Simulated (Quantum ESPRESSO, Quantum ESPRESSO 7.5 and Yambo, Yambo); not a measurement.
# GaAs (F-43m): G0W0 with Yambo, start to end

Wanted: ground state, empty states, screening and self-energy for GaAs (F-43m).

Method: PBE and many-body steps on it, plane waves, in Quantum ESPRESSO 7.5 and Yambo 5.3.0.

**The experiments to reproduce.**

- Gap 1.51 eV: band-edge emission energy from PL (direct gap at Gamma); photoluminescence, 633 nm excitation; 77 K; bulk crystal (MBE GaAs matrix around a thin InAs wetting layer on semi-insulating GaAs (100)) (“Photoluminescence of InAs/GaAs quantum dots under direct two-photon excitation”, 2020, pmc:7331710).

- Gap 1.418 ± 0.005 eV: direct gap E0 at Gamma from PR; modulated photoreflectance, low-field lineshape fit; 300 K; bulk crystal (semi-insulating GaAs(001) reference substrate) (“Evidence of valence band perturbations in GaAsN/GaAs(001): A combined variable-angle spectroscopic ellipsometry and modulated photoreflectance investigation”, 2008, arxiv:0805.2212).

- Gap 1.412 ± 0.01 eV: direct gap E0 at Gamma from ellipsometry; variable-angle spectroscopic ellipsometry, parametric critical-point fit; 300 K; bulk crystal (semi-insulating GaAs(001) reference substrate with native oxide) (“Evidence of valence band perturbations in GaAsN/GaAs(001): A combined variable-angle spectroscopic ellipsometry and modulated photoreflectance investigation”, 2008, arxiv:0805.2212).

- Gap 1.42 eV: fundamental direct gap E0 at Gamma, seen as sharp points in Psi and Delta; spectroscopic ellipsometry; 300 K; bulk crystal (semi-insulating GaAs (100) substrate) (“Ellipsometric study of the Electronic Structure of GaMnAs and LT-GaAs”, 2004, arxiv:cond-mat/0404304).

Report form: the programs' logs are mostly left out.

**1. The structure**

The structure is cubic, space group F-43m (No. 216). Conventional cell: a = 5.654 Å, b = 5.654 Å, c = 5.654 Å, α = 90.00°, β = 90.00°, γ = 90.00°. Ga has 4 As at 2.45 Å nearest. As has 4 Ga at 2.45 Å nearest. Farther neighbours are not listed.

The cell and positions come from the Crystallography Open Database and are kept as given unless a step says otherwise.

**2. Ground state**

This step: Quantum ESPRESSO 7.5; DFT, PBE, plane waves, norm-conserving pseudopotentials.

The ground-state density comes first.

pw.in reads:

```
&control
  calculation = 'scf'
  prefix = 'x'
  outdir = 'o'
  pseudo_dir = 'pseudo'
/
&system
  ibrav = 0
  nat = 2
  ntyp = 2
  ecutwfc = 104.0
  nbnd = 27
  force_symmorphic = .true.
/
&electrons
  conv_thr = 1e-10
  electron_maxstep = 80
  mixing_beta = 0.5
/
ATOMIC_SPECIES
  Ga 69.723 Ga.upf
  As 74.922 As.upf
CELL_PARAMETERS angstrom
  0.0000000000 2.8268500000 2.8268500000
  2.8268500000 0.0000000000 2.8268500000
  2.8268500000 2.8268500000 0.0000000000
ATOMIC_POSITIONS crystal
  Ga 0.0000000000 0.0000000000 0.0000000000
  As 0.2500000000 0.2500000000 0.2500000000
K_POINTS automatic
  6 6 6 0 0 0
```

Launch:

```
$ OMP_NUM_THREADS=1 mpirun -n 8 pw.x -nk 8 -in pw.in > pw.out
```

Wall time 8.2 s (8 MPI ranks of Arm Neoverse V2, shared host); peak memory 0.59 GiB.

This step gave:

- total energy: -15064.4168 eV
- gap: 0.5181 eV
- k of the valence top: 0, 0, 0
- k of the conduction bottom: 0, 0, 0
- least direct gap: 0.5181 eV

The gap is direct, at Γ.

**3. Bands along the symmetry lines**

Levels along a band path, at the cheap level, show where the edges lie and whether the meshes to come will hold them.

pw.in reads:

```
&control
  calculation = 'bands'
  prefix = 'x'
  outdir = 'o'
  pseudo_dir = 'pseudo'
/
&system
  ibrav = 0
  nat = 2
  ntyp = 2
  ecutwfc = 104.0
  nbnd = 28
  force_symmorphic = .true.
/
&electrons
  conv_thr = 1e-9
  electron_maxstep = 80
  diago_full_acc = .true.
  diago_thr_init = 5e-6
/
ATOMIC_SPECIES
  Ga 69.723 Ga.upf
  As 74.922 As.upf
CELL_PARAMETERS angstrom
  0.0000000000 2.8268500000 2.8268500000
  2.8268500000 0.0000000000 2.8268500000
  2.8268500000 2.8268500000 0.0000000000
ATOMIC_POSITIONS crystal
  Ga 0.0000000000 0.0000000000 0.0000000000
  As 0.2500000000 0.2500000000 0.2500000000
K_POINTS crystal
  50
  0.00000000 0.00000000 0.00000000 1
  -0.06250000 -0.06250000 0.00000000 1
  -0.12500000 -0.12500000 0.00000000 1
  -0.18750000 -0.18750000 0.00000000 1
  -0.25000000 -0.25000000 0.00000000 1
  -0.31250000 -0.31250000 0.00000000 1
  -0.37500000 -0.37500000 0.00000000 1
  -0.43750000 -0.43750000 0.00000000 1
  -0.50000000 -0.50000000 0.00000000 1
  -0.48437500 -0.48437500 0.03125000 1
  -0.46875000 -0.46875000 0.06250000 1
  -0.45312500 -0.45312500 0.09375000 1
  -0.43750000 -0.43750000 0.12500000 1
  -0.42187500 -0.42187500 0.15625000 1
  -0.40625000 -0.40625000 0.18750000 1
  -0.39062500 -0.39062500 0.21875000 1
  -0.37500000 -0.37500000 0.25000000 1
  -0.37500000 0.00000000 0.37500000 1
  -0.32812500 0.00000000 0.32812500 1
  -0.28125000 0.00000000 0.28125000 1
  -0.23437500 0.00000000 0.23437500 1
  -0.18750000 0.00000000 0.18750000 1
  -0.14062500 0.00000000 0.14062500 1
  -0.09375000 0.00000000 0.09375000 1
  -0.04687500 0.00000000 0.04687500 1
  0.00000000 0.00000000 0.00000000 1
  0.00000000 0.00000000 0.06250000 1
  0.00000000 0.00000000 0.12500000 1
  0.00000000 0.00000000 0.18750000 1
  0.00000000 0.00000000 0.25000000 1
  0.00000000 0.00000000 0.31250000 1
  0.00000000 0.00000000 0.37500000 1
  0.00000000 0.00000000 0.43750000 1
  -0.00000000 -0.00000000 0.50000000 1
  -0.06250000 -0.03125000 0.46875000 1
  -0.12500000 -0.06250000 0.43750000 1
  -0.18750000 -0.09375000 0.40625000 1
  -0.25000000 -0.12500000 0.37500000 1
  -0.31250000 -0.15625000 0.34375000 1
  -0.37500000 -0.18750000 0.31250000 1
  -0.43750000 -0.21875000 0.28125000 1
  -0.50000000 -0.25000000 0.25000000 1
  -0.50000000 -0.28125000 0.21875000 1
  -0.50000000 -0.31250000 0.18750000 1
  -0.50000000 -0.34375000 0.15625000 1
  -0.50000000 -0.37500000 0.12500000 1
  -0.50000000 -0.40625000 0.09375000 1
  -0.50000000 -0.43750000 0.06250000 1
  -0.50000000 -0.46875000 0.03125000 1
  -0.50000000 -0.50000000 0.00000000 1
```

The job ended after 5.3 s (8 MPI ranks; peak memory 0.55 GiB).

Numbers from this step:

```yaml
gap: 0.5181 eV
k_of_the_valence_top: 0, 0, 0
k_of_the_conduction_bottom: 0, 0, 0
least_direct_gap: 0.5181 eV
```

The gap is 0.518 eV, as in the run before at this level.

The electronic bands at the labelled points (eV, zero at the top of the highest filled band):

```tsv
point	band 19	band 20	band 21	band 22	band 23	band 24	band 25	band 26
Γ	-12.73	0.00	0.00	0.00	0.52	3.74	3.74	3.74
halfway	-11.80	-4.09	-1.69	-1.69	1.99	3.27	6.62	6.62
X	-10.22	-6.81	-2.68	-2.68	1.47	1.66	10.18	10.18
halfway	-10.21	-6.77	-3.20	-2.57	1.66	2.57	9.21	9.42
U	-10.26	-6.63	-3.86	-2.26	1.97	4.64	7.96	8.07
jump to K	-10.26	-6.63	-3.86	-2.26	1.97	4.64	7.96	8.07
halfway	-11.71	-4.56	-2.44	-0.68	2.69	4.77	4.81	5.65
Γ	-12.73	0.00	0.00	0.00	0.52	3.74	3.74	3.74
halfway	-12.03	-4.14	-0.68	-0.68	1.45	4.60	4.60	5.96
L	-10.96	-6.63	-1.14	-1.14	1.00	4.64	4.64	7.76
halfway	-10.62	-6.48	-3.22	-1.94	3.03	4.17	6.35	7.70
W	-10.17	-6.63	-3.53	-3.34	4.62	4.73	5.42	6.05
halfway	-10.20	-6.73	-3.14	-3.04	2.56	2.76	8.15	8.36
X	-10.22	-6.81	-2.68	-2.68	1.47	1.66	10.18	10.18
```

**4. Empty states on the mesh, 4×4×4 mesh, 124 bands**

The sums over transitions need many empty states on a uniform mesh; this step solves for them.

pw.in reads:

```
&control
  calculation = 'nscf'
  prefix = 'x'
  outdir = 'o'
  pseudo_dir = 'pseudo'
/
&system
  ibrav = 0
  nat = 2
  ntyp = 2
  ecutwfc = 104.0
  nbnd = 124
  force_symmorphic = .true.
/
&electrons
  conv_thr = 1e-9
  electron_maxstep = 80
  diago_full_acc = .true.
  diago_thr_init = 5e-6
/
ATOMIC_SPECIES
  Ga 69.723 Ga.upf
  As 74.922 As.upf
CELL_PARAMETERS angstrom
  0.0000000000 2.8268500000 2.8268500000
  2.8268500000 0.0000000000 2.8268500000
  2.8268500000 2.8268500000 0.0000000000
ATOMIC_POSITIONS crystal
  Ga 0.0000000000 0.0000000000 0.0000000000
  As 0.2500000000 0.2500000000 0.2500000000
K_POINTS automatic
  4 4 4 0 0 0
```

Launch:

```
$ OMP_NUM_THREADS=1 mpirun -n 8 pw.x -nk 4 -in pw.in > pw.out
```

The job ended after 7.5 s (8 MPI ranks; peak memory 0.61 GiB).

This step gave:

```
gap                                                           : 0.5181 eV
k of the valence top                                          : 0, 0, 0
k of the conduction bottom                                    : 0, 0, 0
least direct gap                                              : 0.5181 eV
k points computed                                             : 8
lowest point of the top converged band, above the valence top : 87.1270 eV
```

On this mesh the gap is 0.518 eV.

**5. Conversion and set-up**

This step: Yambo 5.3.0; conversion and set-up on PBE, plane waves, norm-conserving pseudopotentials.

The states are converted to the many-body program's format and the q mesh is built.

Launch:

```
$ (cd o/x.save; p2y > p2y.log; mv SAVE ../..); yambo > setup.log
```

Wall time 2.9 s (1 MPI rank); peak memory 0.25 GiB.

**6. Screening and self-energy, 4×4×4 mesh, 124 bands, screening to 163.3 eV**

G0W0 replaces the xc potential by the self-energy, built once from these orbitals. Only a window of levels is corrected, while the sums run over the empty bands that the input names.

This step: G0W0 on PBE, plane waves, norm-conserving pseudopotentials.

gw1.in reads:

```
HF_and_locXC
gw0
dyson
ppa
em1d
rim_cut
RandQpts= 1000000
RandGvec= 1 RL
EXXRLvcs= 104 Ry
VXCRLvcs= 416 Ry
Chimod= "HARTREE"
% BndsRnXp
 1 | 124 |
%
NGsBlkXp= 12 Ry
% LongDrXp
 1 | 1 | 1 |
%
% GbndRnge
 1 | 124 |
%
DysSolver= "n"
ExtendOut
PPAPntXp= 27.21138 eV
% QPkrange
 1 | 1 | 21 | 24 |
%
```

Launch:

```
$ OMP_NUM_THREADS=1 mpirun -n 8 yambo -F gw1.in -J gw1 -C gw1 > gw1.log
```

The job ended after 92 s (8 MPI ranks; peak memory 4.3 GiB; 12 min of CPU time).

This step gave:

```
G0W0 gap on the points computed              : 1.176 eV
starting gap on the mesh                     : 0.5181 eV
k of the valence top                         : 0, 0, 0
k of the conduction bottom                   : 0, 0, 0
least direct G0W0 gap on the computed points : 1.176 eV
Z at the valence top                         : 0.7950
Z at the conduction bottom                   : 0.7985
```

The gap on the mesh goes from 0.52 eV to 1.18 eV, a correction of +0.66 eV.

Limits: finite bands, cutoff and mesh; no spin-orbit coupling; coarse k mesh. v1 is the top filled band, c1 the lowest empty one. The levels before and after the correction (eV, zero at the valence-band top of each column):

```tsv
	conduction bottom	valence top
Kohn-Sham	0.52	0.00
G0W0	1.18	0.00
```

```tsv
	level	energy (eV)
Kohn-Sham	Γ v2-v1	0.000
Kohn-Sham	Γ c1	0.518
Kohn-Sham	Γ c2	3.737
G0W0	Γ v2-v1	0.000
G0W0	Γ c1	1.176
G0W0	Γ c2	4.297
```

**7. Where the time went**

Times are wall times on the hardware named with each run, good to a factor of about two.

```tsv
step	time	share	memory (GiB)
ground state	8.2 s	7 %	0.59
bands along the symmetry lines	5.3 s	5 %	0.55
empty states on the mesh	7.5 s	6 %	0.61
conversion and set-up	2.9 s	3 %	0.25
screening and self-energy	92 s	79 %	4.3
```

**8. Summary of results**

| Property | Result |
| --- | --- |
| PBE gap | 0.52 eV, direct |
| G0W0 gap on the mesh | 1.18 eV |
| GW settings | 4×4×4 mesh, 124 bands, screening to 163.3 eV, Godby-Needs plasmon pole |
| known limits | not at the basis limit; no spin-orbit coupling; coarse k mesh |

**Reading.** G0W0 moves the gap on the mesh from 0.52 eV to 1.18 eV (+0.66 eV), with Z of 0.79 and 0.80 at the edges. Only 1 of the mesh's irreducible points was corrected, so a valley elsewhere could overtake. The dearest step here is «screening and self-energy». Against experiment, by G0W0@PBE: the direct gap of 1.18 eV lies −0.33 eV from the measured 1.51 eV (exciton, 77 K, 2020); the direct gap of 1.18 eV lies −0.24 eV from the measured 1.418 ± 0.005 eV (direct, 300 K, 2008); the direct gap of 1.18 eV lies −0.24 eV from the measured 1.412 ± 0.01 eV (direct, 300 K, 2008); the direct gap of 1.18 eV lies −0.24 eV from the measured 1.42 eV (direct, 300 K, 2004). An exciton line or allowed optical edge lies below the quasiparticle gap by the binding energy; a forbidden edge can push the onset above it. The calculation has static nuclei and no excitons; a measured gap holds zero-point and thermal motion, which mostly lowers it. Bands and cutoff are finite, so the gap is not at the basis limit. The miss can reach some tenths of an eV and take either sign; the mesh is an error of its own. In the G0W0 run levels were corrected at 1 k point alone, so a gap called «on the mesh» is the least over those, and an edge elsewhere would be missed. The 4×4×4 mesh is coarse for this cell, which bears on the long-range parts of exchange and screening. The many-body steps are scalar-relativistic: spin-orbit coupling is not in them.

[Paths, hosts, dates, memory and timing lines, banners, echoed tables and standing remarks are left out of the program output.]

[Logs are printed without paths, hosts, clocks, repeated set-up lines and the standing remarks that a program may print on its own settings, such as how far it seeks lower states.]

[Runs of the session that timed out or met a known fault of the program may be left out.]

[Hosts, paths, dates, database ids (printed as entryN), source tags and the programs' standing remarks are cut or masked in the printed files.]
